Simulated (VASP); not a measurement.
# InSb (F-43m) in VASP: further runs

Runs on InSb. Level: PBE. Tasks: relaxation of cell and atoms.

Program: VASP 6.6.1. These are calculated values, not measurements. Logs are shortened: lines on timing, memory, paths and dates and some standing lists are left out, and cuts for length are marked.

## (1) Starting point

It takes space group F-43m (No. 216, cubic). The conventional cell has a = 6.478 Å, b = 6.478 Å, c = 6.478 Å, α = 90.00°, β = 90.00°, γ = 90.00°. In (site symmetry -43m) has 4 Sb at 2.81 Å as nearest neighbours. Sb (site symmetry -43m) has 4 In at 2.81 Å as nearest neighbours.

## (2) Relaxation of cell and atoms, PBE

Contents of INCAR:

```
SYSTEM = InSb
PREC = Accurate
ENCUT = 520
EDIFF = 1E-6
ISMEAR = 0
SIGMA = 0.1
LREAL = .FALSE.
LASPH = .TRUE.
NELM = 120
ALGO = Normal
ISIF = 3
LWAVE = .FALSE.
LCHARG = .FALSE.
GGA = PE
IBRION = 2
NSW = 90
EDIFFG = -0.01
```

Contents of KPOINTS:

```
regular mesh
0
G
  12 12 12
  0 0 0
```

Contents of POSCAR:

```
InSb
1.0
    0.0000000000      3.2391000000      3.2391000000
    3.2391000000      0.0000000000      3.2391000000
    3.2391000000      3.2391000000      0.0000000000
In Sb
1 1
Direct
    0.0000000000      0.0000000000      0.0000000000
    0.7500000000      0.7500000000      0.7500000000
```

Potentials or basis: VASP PAW PBE potentials, release 64 (In_d, Sb).

Command:

```bash
$ cat potpaw_PBE.64/In_d/POTCAR potpaw_PBE.64/Sb/POTCAR > POTCAR
$ mpirun -np 1 vasp_std > vasp.out
```

OUTCAR:

```text
SYSTEM = InSb
   PREC = Accurate
   ENCUT = 520
   EDIFF = 1E-6
   ISMEAR = 0
   LREAL = .FALSE.
   LASPH = .TRUE.
   NELM = 120
   ISIF = 3
   GGA = PE
   IBRION = 2
   NSW = 90
   EDIFFG = -0.01

 ion  position               nearest neighbor table
   1  0.000  0.000  0.000-   2 2.81   2 2.81   2 2.81   2 2.81
   2  0.750  0.750  0.750-   1 2.81   1 2.81   1 2.81   1 2.81

  LATTYP: Found a face centered cubic cell.
 ALAT       =     6.4782000000

  Lattice vectors:

 A1 = (   0.0000000000,   3.2391000000,   3.2391000000)
 A2 = (   3.2391000000,   0.0000000000,   3.2391000000)
 A3 = (   3.2391000000,   3.2391000000,   0.0000000000)

Analysis of symmetry for initial positions (statically):
=====================================================================
 Subroutine PRICEL returns:
 Original cell was already a primitive cell.

 Routine SETGRP: Setting up the symmetry group for a
 face centered cubic supercell.

 Subroutine GETGRP returns: Found 24 space group operations
 (whereof 24 operations were pure point group operations)
 out of a pool of 48 trial point group operations.

The static configuration has the point symmetry T_d .

Analysis of symmetry for dynamics (positions and initial velocities):
=====================================================================
 Subroutine PRICEL returns:
 Original cell was already a primitive cell.

 Routine SETGRP: Setting up the symmetry group for a
 face centered cubic supercell.

 Subroutine GETGRP returns: Found 24 space group operations
 (whereof 24 operations were pure point group operations)
 out of a pool of 48 trial point group operations.

The dynamic configuration has the point symmetry T_d .

 Subroutine INISYM returns: Found 24 space group operations
 (whereof 24 operations are pure point group operations),
 and found     1 'primitive' translations

----------------------------------------------------------------------------------------

                                     Primitive cell

  volume of cell :      67.9678

  direct lattice vectors                    reciprocal lattice vectors
     0.000000000  3.239100000  3.239100000    -0.154363867  0.154363867  0.154363867
     3.239100000  0.000000000  3.239100000     0.154363867 -0.154363867  0.154363867
     3.239100000  3.239100000  0.000000000     0.154363867  0.154363867 -0.154363867

  length of vectors
     4.580779150  4.580779150  4.580779150     0.267366060  0.267366060  0.267366060

  position of ions in fractional coordinates (direct lattice)
     0.000000000  0.000000000  0.000000000
     0.750000000  0.750000000  0.750000000

  ion indices of the primitive-cell ions
   primitive index   ion index
                 1           1
                 2           2

----------------------------------------------------------------------------------------

 KPOINTS: regular mesh

Automatic generation of k-mesh.
 Grid dimensions read from file:
 generate k-points for:   12   12   12

 Generating k-lattice:

  Cartesian coordinates                     Fractional coordinates (reciprocal lattice)
    -0.012863656  0.012863656  0.012863656     0.083333333  0.000000000  0.000000000
     0.012863656 -0.012863656  0.012863656     0.000000000  0.083333333  0.000000000
     0.012863656  0.012863656 -0.012863656     0.000000000  0.000000000  0.083333333

  Length of vectors
     0.022280505  0.022280505  0.022280505

  Shift w.r.t. Gamma in fractional coordinates (k-lattice)
     0.000000000  0.000000000  0.000000000

 Subroutine IBZKPT returns following result:
 ===========================================

 Found     72 irreducible k-points:

 Following reciprocal coordinates:
            Coordinates               Weight
  0.000000  0.000000  0.000000      1.000000
  0.083333  0.000000  0.000000      8.000000
  0.166667  0.000000  0.000000      8.000000
  0.250000  0.000000  0.000000      8.000000
  0.333333  0.000000  0.000000      8.000000
  0.416667  0.000000  0.000000      8.000000
[... 16 lines left out ...]
  0.500000  0.166667  0.000000     24.000000
 -0.416667  0.166667  0.000000     24.000000
 [... further k-points ...]
   k-points           NKPTS =     72   k-points in BZ     NKDIM =     72   number of bands    NBANDS=     13
   number of dos      NEDOS =    301   number of ions     NIONS =      2
   total plane-waves  NPLWV =  46656
   dimension x,y,z NGX =    36 NGY =   36 NGZ =   36
   dimension x,y,z NGXF=    72 NGYF=   72 NGZF=   72
   ions per type =               1   1
   NGX,Y,Z   is equivalent  to a cutoff of  13.07, 13.07, 13.07 a.u.
   NGXF,Y,Z  is equivalent  to a cutoff of  26.13, 26.13, 26.13 a.u.
 SYSTEM =  InSb
   PREC   = accura    normal or accurate (medium, high low for compatibility)
   ISTART =      0    job   : 0-new  1-cont  2-samecut
   ICHARG =      2    charge: 1-file 2-atom 10-const
   ISPIN  =      1    spin polarized calculation?
   LNONCOLLINEAR =      F non collinear calculations
   LSORBIT =      F    spin-orbit coupling
   LASPH  =      T    aspherical Exc in radial PAW
   ENCUT  =  520.0 eV  38.22 Ry    6.18 a.u.   8.52  8.52  8.52*2*pi/ulx,y,z
   NELM   =    120;   NELMIN=  2; NELMDL= -5     # of ELM steps
   EDIFF  = 0.1E-05   stopping-criterion for ELM
   LREAL  =      F    real-space projection
   EDIFFG = -.1E-01   stopping-criterion for IOM
   NSW    =     90    number of steps for IOM
   IBRION =      2    ionic relax: 0-MD 1-quasi-New 2-CG
   NFREE  =      1    steps in history (QN), initial steepest desc. (CG)
   ISIF   =      3    stress and relaxation
   ISYM   =      2    0-nonsym 1-usesym 2-fastsym
   POTIM  = 0.5000    time-step for ionic-motion
   TEBEG  =    0.0;   TEEND  =   0.0 temperature during run
   PSTRESS=    0.0 pullay stress
   NELECT =      18.0000    total number of electrons
   NUPDOWN=      -1.0000    fix difference up-down
   EMIN   =  10.00;   EMAX   =-10.00  energy-range for DOS
   EFERMI =   0.00;   METHOD = LEGACY
   ISMEAR =     0;   SIGMA  =   0.10  broadening in eV -4-tet -1-fermi 0-gaus
   EFERMI_NEDOS =   21; number of points for ismear=-14 and -15
   IALGO  =     38    algorithm
   IMIX   =      4    mixing-type and parameters
     AMIX     =   0.40;   BMIX     =  1.00
     AMIX_MAG =   1.60;   BMIX_MAG =  1.00
  volume/ion in A,a.u.               =      33.98       229.33
  Fermi-wavevector in a.u.,A,eV,Ry     =   1.051311  1.986690 15.037912  1.105255
  Thomas-Fermi vector in A             =   2.186349
   LORBIT       =      0    0 simple, 1 ext, 2 COOP (PROOUT), +10 PAW based schemes
   GGA     = PE    functional components
   LHFCALC =     F    Hartree Fock is set to
   AEXX    =    0.0000 exact exchange contribution
   IVDW    =     0    specifies the selected vdW correction
   LEPSILON=     F    determine dielectric tensor
   LRPA    =     F    only Hartree local field effects (RPA)
 conjugate gradient relaxation of ions
 non-spin polarized calculation
 Gauss-broadening in eV      SIGMA  =   0.10
  energy-cutoff  :      520.00
  volume of cell :       67.97
 maximum number of plane-waves:      1853
 NGX is ok and might be reduce to    36
   NGX = 17   NGY = 17   NGZ = 17

--------------------------------------- Ionic step        1  -------------------------------------------

 number of electron      17.9999993 magnetization

 Free energy of the ion-electron system (eV)
  ---------------------------------------------------
  ext. energy  EPLUGINS =         0.00000000
  ---------------------------------------------------
  free energy    TOTEN  =        -6.90686456 eV

  energy without entropy =       -6.90671917  energy(sigma->0) =       -6.90679186

 E-fermi :   5.1640     XC(G=0):  -8.6876

 val. band max:        5.1091047323   @ k =   0.0000   0.0000   0.0000
 cond. band min:       5.6478169071   @ k =   0.5000   0.0000   0.0000
 fundamental gap:      0.5387121748
 Fermi energy:         5.1640368384

 k-point     1 :       0.0000    0.0000    0.0000
  band No.  band energies     occupation
      1      -9.4971      2.00000
      2      -9.4971      2.00000
      3      -9.4971      2.00000
      4      -9.4118      2.00000
      5      -9.4118      2.00000
      6      -5.6111      2.00000
      7       4.9219      1.99938
      8       5.1091      1.56276
      9       5.1091      1.56276
     10       5.1091      1.56276
     11       8.0693      0.00000
     12       8.0693      0.00000
     13       8.0693      0.00000

 k-point     2 :       0.0833    0.0000    0.0000
  band No.  band energies     occupation
      1      -9.5004      2.00000
      2      -9.4956      2.00000
      3      -9.4956      2.00000
      4      -9.4119      2.00000
      5      -9.4119      2.00000
      6      -5.5477      2.00000
      7       3.8619      2.00000
      8       5.0087      1.97192
      9       5.0087      1.97192
     10       5.8532      0.00000
     11       8.2057      0.00000
[... 412 lines left out ...]
 POSITION                                       TOTAL-FORCE (eV/Angst)
 -----------------------------------------------------------------------------------
     -0.00000      3.34235      3.34235        -0.000000     -0.000000     -0.000000
      5.01353      5.01353      5.01353         0.000000      0.000000      0.000000
 -----------------------------------------------------------------------------------
    total drift:                                0.000000      0.000000      0.000000

  FREE ENERGIE OF THE ION-ELECTRON SYSTEM (eV)
  ---------------------------------------------------
  free  energy   TOTEN  =        -6.9481023882 eV

  energy  without entropy=       -6.9479458100  energy(sigma->0) =       -6.94802410

--------------------------------------- Ionic step        3  -------------------------------------------

 number of electron      18.0000008 magnetization

 Free energy of the ion-electron system (eV)
  ---------------------------------------------------
  ext. energy  EPLUGINS =         0.00000000
  ---------------------------------------------------
  free energy    TOTEN  =        -6.95238478 eV

  energy without entropy =       -6.95223067  energy(sigma->0) =       -6.95230772

 E-fermi :   4.4481     XC(G=0):  -8.3865

 val. band max:        4.3867161234   @ k =   0.0000   0.0000   0.0000
 cond. band min:       4.8071388358   @ k =   0.5000   0.0000   0.0000
 fundamental gap:      0.4204227124
 Fermi energy:         4.4480948355

 k-point     1 :       0.0000    0.0000    0.0000
  band No.  band energies     occupation
      1     -10.0828      2.00000
      2     -10.0828      2.00000
      3     -10.0828      2.00000
      4     -10.0157      2.00000
      5     -10.0157      2.00000
      6      -5.9042      2.00000
      7       3.8009      2.00000
      8       4.3867      1.61462
      9       4.3867      1.61462
     10       4.3867      1.61462
     11       7.3525      0.00000
     12       7.3525      0.00000
     13       7.3525      0.00000

 k-point     2 :       0.0833    0.0000    0.0000
  band No.  band energies     occupation
      1     -10.0851      2.00000
      2     -10.0816      2.00000
      3     -10.0816      2.00000
      4     -10.0158      2.00000
      5     -10.0158      2.00000
      6      -5.8472      2.00000
      7       3.0025      2.00000
      8       4.2990      1.96497
      9       4.2990      1.96497
     10       4.9203      0.00000
     11       7.4564      0.00000
[... 376 lines left out ...]
 POSITION                                       TOTAL-FORCE (eV/Angst)
 -----------------------------------------------------------------------------------
      0.00000      0.00000      0.00000         0.000000      0.000000      0.000000
      4.97498      4.97498      4.97498        -0.000000     -0.000000     -0.000000
 -----------------------------------------------------------------------------------
    total drift:                                0.000000      0.000000      0.000000

  FREE ENERGIE OF THE ION-ELECTRON SYSTEM (eV)
  ---------------------------------------------------
  free  energy   TOTEN  =        -6.9523847759 eV

  energy  without entropy=       -6.9522306708  energy(sigma->0) =       -6.95230772

 reached required accuracy - stopping structural energy minimisation
```

It took 2.4 min on 1 thread of Intel Xeon Platinum 8259CL at 2.50GHz (Skylake/Cascade Lake), shared host; peak memory 0.25 GiB.

Results:

```yaml
Free_energy: -6.9524 eV
Relaxed_volume: 36.48 Å³/atom
Relaxed_cell: a = 4.690 Å, b = 4.690 Å, c = 4.690 Å, α = 60.00°, β = 60.00°, γ = 60.00°
Space_group_after_relaxing_to_0.05_Å: F-43m (No. 216)
Energy_gained_by_relaxing: 22.8 meV/atom
Ionic_steps: 3
Pressure_after_relaxing: 0.0 GPa
Band_gap_on_the_k_mesh: none (metal or under the smearing width)
```

The path:
```csv
step,energy change (eV),largest force (eV/Å),pressure (GPa),volume (Å³)
1,0.0000,0.0000,3.12,67.97
2,-0.0412,0.0000,-0.81,74.68
3,-0.0455,0.0000,0.02,72.97
```

Final structure:
```xyz
2
Lattice="0.0000 3.3167 3.3167 3.3167 0.0000 3.3167 3.3167 3.3167 0.0000" Properties=species:S:1:pos:R:3 pbc="T T T"
In    0.0000    0.0000    0.0000
Sb    4.9750    4.9750    4.9750
```

Caveat: this crystal is a semiconductor, whose small gap the functional closes, so the metal is an error of the method. Zero-point motion and thermal expansion aren't in these numbers.

## (3) Relaxation of cell and atoms, PBE

This run uses another cell than the first one, of 36.48 Å³/atom, 1.074 times its volume.

INCAR: that of step 2 with these lines changed.

```diff
@@ -3,3 +3,3 @@
 ENCUT = 520
-EDIFF = 1E-6
+EDIFF = 1E-7
 ISMEAR = 0
@@ -15,3 +15,4 @@
 IBRION = 2
-NSW = 90
-EDIFFG = -0.01
+NSW = 60
+EDIFFG = -0.005
+POTIM = 0.3
```

KPOINTS is that of step 2.

Contents of POSCAR:

```
InSb                                    
1.0
   -0.0000000000      3.3166543765      3.3166543765
    3.3166543765      0.0000000000      3.3166543765
    3.3166543765      3.3166543765     -0.0000000000
  In              Sb            
     1     1
Direct
     0.0000000000000000    0.0000000000000000    0.0000000000000000
     0.7500000000000000    0.7500000000000000    0.7500000000000000
```

Potentials or basis: VASP PAW PBE potentials, release 64 (In_d, Sb).

Command:

```bash
$ cat potpaw_PBE.64/In_d/POTCAR potpaw_PBE.64/Sb/POTCAR > POTCAR
$ mpirun -np 1 vasp_std > vasp.out
```

Run time: 71 s. Hardware: 1 thread of Intel Xeon Platinum 8259CL at 2.50GHz (Skylake/Cascade Lake), shared host; peak memory 0.25 GiB.

It converged, with:

```yaml
Free_energy: -6.9532 eV
Pressure_after_relaxing: 0.0 GPa
Band_gap_on_the_k_mesh: none (metal or under the smearing width)
```

Final structure:
```xyz
2
Lattice="0.0000 3.3167 3.3167 3.3167 0.0000 3.3167 3.3167 3.3167 0.0000" Properties=species:S:1:pos:R:3 pbc="T T T"
In    0.0000    0.0000    0.0000
Sb    4.9750    4.9750    4.9750
```

Levels at points of the mesh, in eV from the Fermi level:
```
           k point  band 5  band 6  band 7  band 8  band 9  band 10  band 11  band 12  band 13
(0.00, 0.00, 0.00)  -14.46  -10.35   -0.65   -0.06   -0.06    -0.06     2.90     2.90     2.90
(0.50, 0.00, 0.00)  -14.46   -9.16   -5.37   -0.96   -0.96     0.36     3.74     3.74     6.06
(0.50, 0.50, 0.00)  -14.46   -8.63   -5.69   -2.10   -2.10     1.30     1.40     7.68     7.68
```

Caveat: the relaxation stopped at its first step, so nothing moved; this crystal is a semiconductor, whose small gap the functional closes, so the metal is an error of the method.
